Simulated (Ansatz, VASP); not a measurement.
**AgCl: VASP beside Ansatz**

The input INCAR:

```
SYSTEM = AgCl
ALGO = Normal ; EDIFF = 1E-6
ENCUT = 520 ; GGA = PE
ISIF = 2 ; ISMEAR = -1
LASPH = .TRUE. ; LCHARG = .FALSE.
LREAL = .FALSE. ; LWAVE = .FALSE.
NBANDS = 16 ; NELM = 80
PREC = Accurate ; SIGMA = 0.02
```

File KPOINTS:

```
k-points
0
G
  8 8 8
  0 0 0
```

POSCAR

```
AgCl
1.0
    0.0000000000      2.7731500000      2.7731500000
    2.7731500000      0.0000000000      2.7731500000
    2.7731500000      2.7731500000      0.0000000000
Ag Cl
1 1
Direct
    0.5000000000      0.5000000000      0.5000000000
    0.0000000000      0.0000000000      0.0000000000
```

Input for Ansatz:

```yaml
crystal:
  lattice:
    - [0.0, 2.77315, 2.77315]
    - [2.77315, 0.0, 2.77315]
    - [2.77315, 2.77315, 0.0]
  atoms:
    - { symbol: Ag, position: [0.5, 0.5, 0.5] }
    - { symbol: Cl, position: [0.0, 0.0, 0.0] }
kpoints:
  mp_grid: { grid: [8, 8, 8] }
  band_path:
    path:
      - [0.0, 0.0, 0.0]
      - [0.5, 0.0, 0.5]
      - [0.625, 0.25, 0.625]
      - [0.375, 0.375, 0.75]
      - [0.0, 0.0, 0.0]
      - [0.5, 0.5, 0.5]
      - [0.5, 0.25, 0.75]
      - [0.5, 0.0, 0.5]
    npoints: 14
scf:
  occupations: { method: fermi_dirac, width: 0.02 }
hamiltonian:
  xc: pbe
  pseudopotentials: { kind: all_electron, lapw: { basis_error: 0.0005 } }
output:
  forces: true
  stress: true
  eigenvalues: true
  populations: true
  dos: { projected: true, de: 0.2, e_range: [-14, 8] }
```

Alike in both runs: task single point; functional PBE; k mesh 8 × 8 × 8; occupations fermi-dirac, width 0.02 eV; no spin polarisation.

|  | VASP | Ansatz |
| --- | --- | --- |
| version | VASP 6.6.1 | Ansatz 0.2.0 |
| potentials or method | VASP PAW PBE potentials, release 64 (Ag, Cl) | all-electron LAPW, scalar-relativistic |
| plane-wave cutoff (eV) | 520 | see its input |

|  | VASP | Ansatz | Ansatz less VASP |
| --- | --- | --- | --- |
| gap on the k mesh at the Fermi level (eV) | 0.91 | 0.91 | +0.004 |
| pressure (GPa) | 1.5 | 1.6 | +0.14 |

Ansatz ran all-electron here, so the differences hold the error of VASP's frozen core and of both bases.

A k mesh can miss the band edges. A hybrid or GW would open this gap; PBE tends to underestimate it.
